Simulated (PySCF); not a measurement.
Geometries of 2 isomers of C4H6, from PBE0-D3(BJ)/def2-TZVP geometry optimisation, gas phase in PySCF. One conformer each, no zero-point energy, no frequencies.

**Question.** Which isomer lies lower at this level?
A.
```xyz
10
angstrom
C     -0.824    0.055    0.819
C      0.532    0.480    0.375
C      0.801   -0.627   -0.586
C     -0.487    0.120   -0.631
H     -1.479    0.829    1.207
H     -0.947   -0.921    1.291
H      1.057    1.408    0.530
H      1.513   -0.427   -1.381
H      0.806   -1.655   -0.222
H     -0.922    0.711   -1.420
```
B.
```xyz
10
angstrom
C      1.671    0.183   -0.761
C      0.713   -0.110    0.117
C     -0.699    0.108   -0.121
C     -1.658   -0.188    0.754
H      1.434    0.614   -1.729
H      2.717    0.005   -0.544
H      0.981   -0.540    1.079
H     -0.966    0.540   -1.083
H     -2.703   -0.008    0.532
H     -1.425   -0.621    1.722
```

**Answer.** B. That is `C=CC=C`, 20.2 kcal/mol below the other.

```csv
SMILES,atoms numbered as above,E (Eh),relative (kcal/mol),relative (kJ/mol),dipole (D)
C=CC=C,[CH2:1]=[CH:2][CH:3]=[CH2:4],-155.85383,0.0,0.0,0.00
C1[C@H]2C[C@@H]12,[CH2:1]1[C@H:2]2[CH2:3][C@@H:4]12,-155.82169,20.2,84.4,0.72
```

As drawn, the lower has a C=C bond outside aromatic rings, which the higher lacks; the higher has a three-membered ring, which the lower lacks.
